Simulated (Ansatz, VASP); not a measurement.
One calculation of Na, two programs

```xyz
2
Lattice="3.7544 0.0000 0.0000 -1.8772 3.2514 0.0000 0.0000 0.0000 6.1334" Properties=species:S:1:pos:R:3 pbc="T T T"
Na    0.0000    2.1676    1.5334
Na    1.8772    1.0838    4.6001
```

Change from the starting cell: volume scaled by 0.99, crystal datasets.

Alike in both runs: task electric field gradients; functional LDA; k mesh 11 × 11 × 6; occupations fermi-dirac, width 0.05 eV; no spin polarisation.

|  | VASP | Ansatz |
| --- | --- | --- |
| version | VASP 6.6.1 | Ansatz 0.2.0 |
| potentials or method | VASP PAW LDA potentials, release 64 (Na_pv), cutoff 520 eV | all-electron PAW with datasets made for the crystal, scalar-relativistic |

```csv
,VASP,Ansatz,Ansatz less VASP
pressure (GPa),-0.8,-0.8,+0.01
largest component of the traceless stress (GPa),0.18,0.18,-0.001
Vzz of the field gradient on the site that differs most (V/Å²),-0.5,-0.5,+0.03
```

Ansatz ran all-electron here, so the differences hold the error of VASP's frozen core and of both bases.
